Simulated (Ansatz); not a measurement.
# Pd/LiF/Pd: current against voltage, part 2 of 5

Wanted: I(V) for Pd/LiF/Pd. Both electrodes are Pd fcc(111); the barrier is LiF rock salt(111) (Li and Li faces). In the first transport cell, after relaxation, the nearest pair of electrode and barrier is Pd–Li at 2.41 Å, along the normal, at the lower face and Pd–Li at 2.41 Å, along the normal, at the upper one. All share a net of side 2.878 Å, which strains the lower electrode by +3.3 % and the barrier by +0.0 %, against typed lattice constants near PBE's. The first steps treat the bulk electrodes alone.

Ansatz 0.2.0; PBE DFT, plane waves, PAW files (the session's first sound run).

So far: Starting point; Layer spacing of the electrode.

### Step 3. Relaxing the interfaces

System of this step: Pd/LiF/Pd. The cell holds 17 atoms: 8 Pd, 5 Li and 4 F. Its edges and angles: a = 2.878 Å, b = 2.878 Å, c = 44.172 Å, α = 90.0°, β = 90.0°, γ = 120.0°. Vacuum lies along c.

Tunnelling depends exponentially on distance, so the interfaces are relaxed first. A short slab in vacuum serves: only the barrier and the layers next to it are taken over, and later cells can add or drop layers in the barrier's middle. The dipole correction removes the field that unlike faces would set up across the vacuum.

input.yaml reads:

```yaml
crystal:
  lattice:
    - [2.878, 0.0, 0.0]
    - [-1.439, 2.4924211121, 0.0]
    - [0.0, 0.0, 44.1721585489]
  atoms:
    - { symbol: Pd, position: [0.0, 0.0, 0.1811095555] }
    - { symbol: Pd, position: [0.33333333, 0.66666667, 0.2314167663] }
    - { symbol: Pd, position: [0.66666667, 0.33333333, 0.2817239771] }
    - { symbol: Pd, position: [0.0, 0.0, 0.3320311879] }
    - { symbol: Li, position: [0.0, 0.0, 0.3936084367] }
    - { symbol: F, position: [0.33333333, 0.66666667, 0.4202063275] }
    - { symbol: Li, position: [0.66666667, 0.33333333, 0.4468042184] }
    - { symbol: F, position: [0.0, 0.0, 0.4734021092] }
    - { symbol: Li, position: [0.33333333, 0.66666667, 0.5] }
    - { symbol: F, position: [0.66666667, 0.33333333, 0.5265978908] }
    - { symbol: Li, position: [0.0, 0.0, 0.5531957816] }
    - { symbol: F, position: [0.33333333, 0.66666667, 0.5797936725] }
    - { symbol: Li, position: [0.66666667, 0.33333333, 0.6063915633] }
    - { symbol: Pd, position: [0.66666667, 0.33333333, 0.6679688121] }
    - { symbol: Pd, position: [0.0, 0.0, 0.7182760229] }
    - { symbol: Pd, position: [0.33333333, 0.66666667, 0.7685832337] }
    - { symbol: Pd, position: [0.66666667, 0.33333333, 0.8188904445] }
kpoints:
  mp_grid: { grid: [12, 12, 1] }
scf:
  occupations: { method: fermi_dirac, width: 0.1 }
  max_iter: 150
hamiltonian:
  xc: pbe
efield:
  axis: 3
  dipole_correction: true
relax:
  f_tol: 0.04
  max_steps: 60
output:
  forces: true
```

Started as:

```console
> ansatz run input.yaml --threads 4 --pin off --max-ram 16384MiB --backend cpu --events-out ev --progress --plain --runs-dir out
```

Numbers of over 12 decimals in the logs are rounded to 6 here.

What it wrote:

```text
[...]
Crystal: 17 atoms, lattice volume = 316.855 Å³
Basis set: ecut = 420 eV, 6195 PW (Γ), exchange–correlation on 40×40×600 points (8 copies of the dense FFT grid, shifted against one another)
Bands: 113, of which v1, the nominal top of the filled ones, is band 94 counted from 1 (93 counted from 0)
Symmetry: 6 space group operations
k-points: 19 of 144 (time reversal used)
[...]
SCF iter   1: F=—  HF=-60050.975229 eV  |F-HF|=—  |Δ(HF+E_count)|=         —  Δρ=1.35e-2  dr2=1.06e1  ethr=1.77e-3  p=-0.000 e·Å  D=-1.86e-15 V/Å  ΔV_dip=0.00 eV  dr2_dipole=2.60e-8  V_vac-E_F(+/−)=4.85/4.85 eV  ⟨swp⟩=6.8  Hψ=8413  notcnv=0  defer=74
efield: sawtooth ramp at fractional position 0.9500 (placed from the atoms, in the widest stretch of the axis that holds none; the zero of the levels goes with the place), width 0.1000; the density the first Hamiltonian is built on has a dipole p = -0.000 e·Å; the dipole correction subtracts the counter field D = -1.86e-15 V/Å, which shifts the + side's vacuum level by +0.00 eV against the − side's; the planar-averaged density in the ramp window peaks in size at 6.8e-5 e/Å³
[...]
SCF iter   2: F=—  HF=-60050.907427 eV  |F-HF|=—  |Δ(HF+E_count)|=   6.78e-2  Δρ=5.03e-3  dr2=2.41e-1  ethr=1.77e-3  p=0.000 e·Å  D=1.18e-5 V/Å  ΔV_dip=-0.00 eV  dr2_dipole=2.23e-6  V_vac-E_F(+/−)=5.28/5.28 eV  ⟨swp⟩=2.4  Hψ=2629  notcnv=0  defer=152
[...]
SCF iter   7: F=-60050.879599 eV  HF=-60050.879625 eV  |F-HF|=2.58e-5  |Δ(HF+E_count)|=   3.70e-5  Δρ=4.56e-5  dr2=2.88e-5  ethr=2.14e-8  p=0.000 e·Å  D=4.58e-7 V/Å  ΔV_dip=-0.00 eV  dr2_dipole=4.99e-8  V_vac-E_F(+/−)=5.15/5.15 eV  ⟨swp⟩=3.1  Hψ=7129  notcnv=0
SCF 1 converged in 7 iterations: F = -60050.879599 eV  dr2 = 2.88e-5
[...]
relax step   1: F+E_penalty+E_count = -60050.87959869 eV  Δ(F+E_penalty+E_count) = +0.000e0 eV  max|allowed force component| = 6.126e-1 eV/Å  Δτ_max = 0.0000 Å  (7 SCF iters, dr2 threshold 4.00e-5 eV, accepted)
[...]
SCF iter   1: F=—  HF=-60051.280509 eV  |F-HF|=—  |Δ(HF+E_count)|=         —  Δρ=1.56e-2  dr2=2.77e0  ethr=1.45e-3  p=0.000 e·Å  D=4.58e-7 V/Å  ΔV_dip=-0.00 eV  dr2_dipole=2.28e-7  V_vac-E_F(+/−)=5.15/5.15 eV  ⟨swp⟩=1.0  Hψ=8366  notcnv=0  defer=125
efield: sawtooth ramp at fractional position 0.9500 (handed on by an earlier solve), width 0.1000; the density the first Hamiltonian is built on has a dipole p = 0.000 e·Å; the dipole correction subtracts the counter field D = 4.58e-7 V/Å, which shifts the + side's vacuum level by -0.00 eV against the − side's; the planar-averaged density in the ramp window peaks in size at 6.0e-6 e/Å³
[...]
SCF iter   2: F=—  HF=-60051.148553 eV  |F-HF|=—  |Δ(HF+E_count)|=   1.32e-1  Δρ=9.15e-3  dr2=3.94e-1  ethr=1.45e-3  p=-0.000 e·Å  D=-2.80e-4 V/Å  ΔV_dip=0.01 eV  dr2_dipole=1.81e-5  V_vac-E_F(+/−)=5.33/5.32 eV  ⟨swp⟩=2.8  Hψ=3011  notcnv=0  defer=129
[...]
SCF iter   8: F=-60051.061813 eV  HF=-60051.061827 eV  |F-HF|=1.47e-5  |Δ(HF+E_count)|=   8.85e-8  Δρ=4.35e-5  dr2=1.68e-5  ethr=1.25e-8  p=-0.000 e·Å  D=-1.03e-7 V/Å  ΔV_dip=0.00 eV  dr2_dipole=8.26e-10  V_vac-E_F(+/−)=5.16/5.16 eV  ⟨swp⟩=4.0  Hψ=6177  notcnv=0
SCF 2 converged in 8 iterations: F = -60051.061813 eV  dr2 = 1.68e-5
[...]
relax step   2: F+E_penalty+E_count = -60051.06181269 eV  Δ(F+E_penalty+E_count) = -1.822e-1 eV  max|allowed force component| = 2.021e-1 eV/Å  Δτ_max = 0.1966 Å  (8 SCF iters, dr2 threshold 2.35e-5 eV, accepted)
[...]
SCF iter   9: F=-60051.101750 eV  HF=-60051.101751 eV  |F-HF|=8.80e-7  |Δ(HF+E_count)|=   1.20e-7  Δρ=1.60e-5  dr2=1.74e-6  ethr=1.36e-9  p=0.000 e·Å  D=4.06e-7 V/Å  ΔV_dip=-0.00 eV  dr2_dipole=2.72e-8  V_vac-E_F(+/−)=5.15/5.15 eV  ⟨swp⟩=4.9  Hψ=7202  notcnv=0
SCF 3 converged in 9 iterations: F = -60051.101750 eV  dr2 = 1.74e-6
[...]
relax step   3: F+E_penalty+E_count = -60051.10174986 eV  Δ(F+E_penalty+E_count) = -3.994e-2 eV  max|allowed force component| = 8.163e-2 eV/Å  Δτ_max = 0.1942 Å  (9 SCF iters, dr2 threshold 2.55e-6 eV, accepted)
SCF iter   1: F=—  HF=-60051.131744 eV  |F-HF|=—  |Δ(HF+E_count)|=         —  Δρ=5.29e-3  dr2=1.72e-1  ethr=9.17e-4  p=0.000 e·Å  D=4.06e-7 V/Å  ΔV_dip=-0.00 eV  dr2_dipole=6.23e-7  V_vac-E_F(+/−)=5.14/5.14 eV  ⟨swp⟩=4.1  Hψ=4554  notcnv=0  defer=135
[...]
SCF iter  10: F=-60051.108560 eV  HF=-60051.108560 eV  |F-HF|=2.72e-8  |Δ(HF+E_count)|=   6.68e-8  Δρ=2.70e-6  dr2=9.47e-8  ethr=5.35e-11  p=-0.000 e·Å  D=-2.09e-8 V/Å  ΔV_dip=0.00 eV  dr2_dipole=2.52e-10  V_vac-E_F(+/−)=5.15/5.15 eV  ⟨swp⟩=3.5  Hψ=7253  notcnv=0
SCF 4 converged in 10 iterations: F = -60051.108560 eV  dr2 = 9.47e-8
relax step   4: F+E_penalty+E_count = -60051.10856022 eV  Δ(F+E_penalty+E_count) = -6.810e-3 eV  max|allowed force component| = 1.196e-2 eV/Å  Δτ_max = 0.0538 Å  (10 SCF iters, accepted)
SCF converged after 10 iterations
Free energy (F): -60051.108560 eV
[...]
Internal energy: -60050.590043 eV  (E = F + TS)
E sigma→0 (E₀):  -60050.849301 eV
Entropy (-TS):   -0.518518 eV (-30.501 meV/atom)
Fermi energy:    7.082146 eV
Dipole field:    D = 0.000017 V/Å  (p = 0.000030 e·Å, saw-weighted, corrected)
Work function:   Φ+ = 5.1488 eV   Φ− = 5.1495 eV
Levels:          The Fermi level and band energies are counted from a zero that moves with the ramp; work functions are not
[...]
--- Forces (eV/Å), atoms counted from 1 ---
  atom   1  Pd     0.00000000     0.00000000     0.00323506
  atom   2  Pd     0.00000000     0.00000000     0.00209086
  atom   3  Pd     0.00000000     0.00000000     0.00253494
  atom   4  Pd     0.00000000    -0.00000000     0.01192248
  atom   5  Li     0.00000000    -0.00000000    -0.00030644
  atom   6  F      0.00000000    -0.00000000     0.00934062
  atom   7  Li    -0.00000000    -0.00000000    -0.00367418
  atom   8  F     -0.00000000    -0.00000000    -0.00079467
  atom   9  Li    -0.00000000     0.00000000    -0.00000594
  atom  10  F      0.00000000     0.00000000     0.00080158
  atom  11  Li     0.00000000     0.00000000     0.00367041
  atom  12  F     -0.00000000     0.00000000    -0.00935295
  atom  13  Li     0.00000000     0.00000000     0.00029989
  atom  14  Pd     0.00000000     0.00000000    -0.01195738
  atom  15  Pd    -0.00000000     0.00000000    -0.00248988
  atom  16  Pd     0.00000000    -0.00000000    -0.00214561
  atom  17  Pd     0.00000000    -0.00000000    -0.00315940
  max |Σ_I F_I| component: 9.39e-6 eV/Å
--- Relaxed structure (4 steps of the walk, 4 accepted, 0 SCFs on fresh bases) ---
  F+E_penalty+E_count = -60051.10856022 eV   max|allowed force component| = 1.196e-2 eV/Å
  atoms:
    - { symbol: Pd, position: [3.98625741501958e-18, -6.530723672745095e-18, 0.188309] }
    - { symbol: Pd, position: [0.333333, 0.666667, 0.238249] }
    - { symbol: Pd, position: [0.666667, 0.333333, 0.288226] }
    - { symbol: Pd, position: [3.3752032753123485e-18, -6.5307236727450864e-18, 0.338921] }
    - { symbol: Li, position: [-1.0235246639064475e-17, -6.530723672744827e-18, 0.393580] }
    - { symbol: F, position: [0.333333, 0.666667, 0.419870] }
    - { symbol: Li, position: [0.666667, 0.333333, 0.446645] }
    - { symbol: F, position: [-1.0342613971939093e-17, -6.53072367274505e-18, 0.473320] }
    - { symbol: Li, position: [0.333333, 0.666667, 0.500000] }
    - { symbol: F, position: [0.666667, 0.333333, 0.526681] }
    - { symbol: Li, position: [-9.86604698008326e-18, -6.530723672746837e-18, 0.553355] }
    - { symbol: F, position: [0.333333, 0.666667, 0.580131] }
    - { symbol: Li, position: [0.666667, 0.333333, 0.606420] }
    - { symbol: Pd, position: [0.666667, 0.333333, 0.661080] }
[...]
- { symbol: Pd, position: [0.333333, 0.666667, 0.761751] }
    - { symbol: Pd, position: [0.666667, 0.333333, 0.811690] }
```

The job ended after 69 s (4 threads of Arm Neoverse V1, shared host; peak memory 1.2 GiB; 4.5 min of CPU time).

This run has no spin polarisation although its electron count is odd.

Step by step:

```tsv
step	energy less that of the first step (eV)	largest force component (eV/Å)
1	0.0000	0.6126
2	-0.1822	0.2021
3	-0.2222	0.0816
4	-0.2290	0.0120
```

The run keeps the 6 symmetry operations that it works with, so distortions that break them were not tested.

The atoms that moved most (Å):

```tsv
atom	dx	dy	dz	length
Pd17	0.000	0.000	-0.318	0.318
Pd1	0.000	0.000	0.318	0.318
Pd4	0.000	0.000	0.304	0.304
Pd14	0.000	0.000	-0.304	0.304
Pd16	0.000	0.000	-0.302	0.302
Pd2	0.000	0.000	0.302	0.302
Pd15	0.000	0.000	-0.287	0.287
Pd3	0.000	0.000	0.287	0.287
```

This step gave:

```
free energy               : -60051.1086 eV
Fermi energy              : 7.082 eV
work function, upper face : 5.149 eV
work function, lower face : 5.150 eV
dipole moment             : 2.97e-5 e·Å
dipole field              : 1.70e-5 V/Å
```

The largest force component on a free atom ends at 0.012 eV/Å. The work functions of the outer faces are 5.15 and 5.15 eV.

(Part 2 of 5 ends here.)

[Logs are printed without paths, hosts, clocks, repeated set-up lines and the standing remarks that a program may print on its own settings, such as how far it seeks lower states.]

[Hosts, paths, dates, database ids (printed as entryN), source tags and the programs' standing remarks are cut or masked in the printed files.]
